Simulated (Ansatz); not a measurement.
A (001) slab of relaxed bulk Sr (Fm-3m, 51.76 Å³/atom, gap on the mesh 0.00 eV), 4 planes in a 6×1 cell with the lowest 2 held; added atoms sit on lattice sites of the next plane. A dipole correction is on. The surface energy is the mean of the held and the free face; step energies are per length and the mean of the stripe's two steps, which run along the shortest translation of the plane; step and island energies count from the flat slab and bulk atoms.

Theory: DFT PBEsol, scalar-relativistic, plane waves, PAW (Ansatz).

Cutoff 420 eV, Gaussian smearing of 0.10 eV, energies at zero smearing, symmetry of each start kept, no spin polarisation.

| start | atoms | k mesh | surface energy (J/m²) | step energy (meV/Å) |
| --- | --- | --- | --- | --- |
| flat slab | 24 | 2×8×1 | 0.39 | - |
| stripe of 2 atoms | 26 | 2×8×1 | - | 48 |
| stripe of 3 atoms | 27 | 2×8×1 | - | 47 |

Zero in every row: gap on the mesh (eV).

Small energy differences in metals hang on the k mesh (about 10 mJ/m² or 1 to 2 meV/atom on the mesh of the relaxation).

Cost: 3 runs of about 85 core-minutes in all, on Arm Neoverse V1 (shared hosts).